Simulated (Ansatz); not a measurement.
**Fitting the SVWN5 energy curve of InP**

Symmetry: F-43m, No. 216, cubic system. Conventional cell: a = 5.861 Å, b = 5.861 Å, c = 5.861 Å, α = 90.00°, β = 90.00°, γ = 90.00°. In (site symmetry -43m) is surrounded by 4 P at 2.54 Å. P (site symmetry -43m) is surrounded by 4 In at 2.54 Å.

The cell was scaled at fixed shape and fractions and run with Ansatz, Ansatz PAW, cutoff 420 eV; SVWN5, k mesh 8 × 8 × 8 on the cell of 2 atoms, fermi-dirac occupations of 0.05 eV, no spin polarisation, no spin-orbit coupling. The potentials were made for PBE. Energies are those that the program minimises, any entropy of the smearing included.

| V (Å³/atom) | energy over the lowest row (meV/atom) |
| --- | --- |
| 23.6566 | 10.84 |
| 24.1600 | 2.82 |
| 24.6633 | 0.00 |
| 25.1666 | ? |
| 25.6700 | 7.71 |
| 26.1733 | 17.29 |
| 26.6766 | 30.11 |

**Question.** Fit the third-order Birch-Murnaghan form, give V0, B0 and B′, and predict the energy left open.

**Answer.** With y = (V0/V)^(2/3), E = E0 + (9 V0 B0/16) [(y - 1)³ B′ + (y - 1)² (6 - 4y)]. Least squares through the rows shown give V0 = 24.7093 Å³/atom, E0 = -0.02 meV, B0 = 71.38 GPa (1 eV/Å³ = 160.218 GPa) and B′ = 4.75, with a largest miss of 0.01 meV. At V = 25.1666 the form with these constants gives 1.80 meV; the run gave 1.80 meV an atom. Measured volume: 25.27 Å³/atom at 291.15 K (a printed reference work), so the fit lies -2.2 % from it. Measured modulus: 71 GPa (a printed reference work), so the fit lies +0.5 % from it. The runs are for a static lattice.
